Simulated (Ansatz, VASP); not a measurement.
## Two plane-wave programs on Pd

File POSCAR:

```
Pd
1.0
    2.7625616691      0.0000000000      0.0000000000
   -1.3812808346      2.3924485850      0.0000000000
    0.0000000000      0.0000000000      9.1183940900
Pd
4
Direct
    0.0000000000      0.0000000000      0.0000000000
    0.3333333300      0.6666666700      0.2500000000
    0.0000000000      0.0000000000      0.5000000000
    0.6666666700      0.3333333300      0.7500000000
```

Contents of INCAR.step1:

```
SYSTEM = Pd
  PREC = Accurate
  ENCUT = 520
  ISMEAR = 0
  SIGMA = 0.1
  LREAL = .False.
  LASPH = .True.
  NELM = 100
  NBANDS = 28
  GGA = PE
  ALGO = Normal
  EDIFF = 1E-4
  LWAVE = .True.
  LCHARG = .False.
```

The input INCAR.step2:

```
SYSTEM = Pd
  PREC = Accurate
  ENCUT = 520
  EDIFF = 1E-6
  ISMEAR = 0
  SIGMA = 0.1
  LREAL = .False.
  LASPH = .True.
  NELM = 100
  ALGO = Normal
  ISIF = 2
  LWAVE = .False.
  LCHARG = .False.
  METAGGA = R2SCAN
  LMIXTAU = .True.
  NBANDS = 28
  ISTART = 1
```

KPOINTS

```
Automatic mesh
0
Gamma
  9 9 2
  0 0 0
```

Input for Ansatz:

```yaml
crystal:
  lattice:
    - [2.7625616691, 0.0, 0.0]
    - [-1.3812808346, 2.392448585, 0.0]
    - [0.0, 0.0, 9.11839409]
  atoms:
    - { symbol: Pd, position: [0.0, 0.0, 0.0] }
    - { symbol: Pd, position: [0.33333333, 0.66666667, 0.25] }
    - { symbol: Pd, position: [0.0, 0.0, 0.5] }
    - { symbol: Pd, position: [0.66666667, 0.33333333, 0.75] }
basis:
  ecutwfc: 500
kpoints:
  mp_grid: { grid: [9, 9, 2] }
hamiltonian:
  xc: r2scan
scf:
  occupations: { method: gaussian, width: 0.1 }
  lower_state_search: "off"
output:
  forces: true
  stress: true
  eigenvalues: true
```

Alike in both runs: task single point; functional r2SCAN; k mesh 9 × 9 × 2; occupations gaussian, width 0.1 eV; no spin polarisation.

|  | VASP | Ansatz |
| --- | --- | --- |
| version | VASP 6.6.1 | Ansatz 0.2.0 |
| potentials or method | VASP PAW PBE potentials, release 64 (Pd) | scalar-relativistic, plane waves, PAW |
| plane-wave cutoff (eV) | 520 | 500 |
| valence electrons in the cell | 40 | 72 |

|  | VASP | Ansatz | Ansatz less VASP |
| --- | --- | --- | --- |
| gap on the k mesh at the Fermi level (eV) | none | none | - |
| pressure (GPa) | -0.8 | -1.5 | -0.64 |
| largest component of the traceless stress (GPa) | 0.39 | 0.40 | +0.013 |

A gap of «none» marks a metal or a gap that the smearing closes. The two sets of potentials don't hold the same shells in valence.

Caveats: the PAW data sets were made with another functional, which shifts forces and pressure a little (VASP).
